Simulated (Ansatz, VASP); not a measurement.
# One calculation of CdTe, two programs

```
CELL_PARAMETERS angstrom
0.00000 3.32187 3.32187
3.32187 0.00000 3.32187
3.32187 3.32187 0.00000
ATOMIC_POSITIONS crystal
Cd 0.00000 0.00000 0.00000
Te 0.25000 0.25000 0.25000
```

Alike in both runs: task single point; functional r2SCAN; k mesh 10 × 10 × 10; occupations gaussian, width 0.05 eV; no spin polarisation.

```csv
,VASP,Ansatz
version,VASP 6.6.1,Ansatz 0.2.0
potentials or method,"VASP PAW PBE potentials, release 64 (Cd, Te)","scalar-relativistic, plane waves, PAW"
plane-wave cutoff (eV),520,500
valence electrons in the cell,18,36
```

```csv
,VASP,Ansatz,Ansatz less VASP
gap on the k mesh at the Fermi level (eV),1.03,1.04,+0.009
least direct gap on the mesh (eV),1.03,1.04,+0.009
pressure (GPa),-1.4,-1.4,-0.08
```

The two sets of potentials don't hold the same shells in valence.

Caveats: the PAW data sets were made with another functional, which shifts forces and pressure a little (VASP); spin-orbit coupling is left out, which moves the levels of the heavy elements. r2SCAN opens gaps a little over a GGA but as a rule still falls short of measured ones.
